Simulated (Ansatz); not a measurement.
Input of an Ansatz 0.2.0 run:

File input.yaml:

```yaml
crystal:
  lattice:
    - [0.0, 3.06065, 3.06065]
    - [3.06065, 0.0, 3.06065]
    - [3.06065, 3.06065, 0.0]
  atoms:
    - { symbol: Pb, position: [0.0, 0.0, 0.0] }
    - { symbol: Se, position: [0.5, 0.5, 0.5] }
hamiltonian:
  xc: rpbe
  pseudopotentials: { kind: paw }
  dispersion: d4
kpoints:
  mp_grid: { grid: [8, 8, 8] }
scf:
  occupations: { method: fermi_dirac, width: 0.05 }
output:
  forces: true
  stress: true
relax:
  f_tol: 0.01
  max_steps: 40
  cell: { stress_tol: 0.05 }
```

Potentials or basis: Ansatz PAW.

The run is started by

```sh
$ ansatz run input.yaml --threads 2 --pin off --max-ram 5632MiB --backend cpu --events-out ev --progress --plain --runs-dir out
```

Question: What does it give for the relaxed volume?

Answer: 28.83 Å³/atom.

Question: What does it give for the relaxed cell?

Answer: a = 4.336 Å, b = 4.336 Å, c = 4.336 Å, α = 60.00°, β = 60.00°, γ = 60.00°.

Step by step:
```csv
step,energy change (eV),largest force (eV/Å),volume (Å³)
1,0.0000,0.0000,57.34
2,-0.0002,0.0000,57.77
3,-0.0002,0.0000,57.65
4,-0.0002,0.0000,57.65
```

Caveat: the plane-wave basis is chosen anew once the cell has moved, so the energies of steps on either side of that aren't comparable; the PAW data sets come from PBE, with cores solved anew for the run's functional, which leaves a small shift of forces and pressure. The run has no spin-orbit coupling, so splittings on Pb are missing.

The cell as given is a measured one (28.67 Å³/atom); RPBE+D4 puts the equilibrium volume +0.5 % from it, thermal expansion not counted.
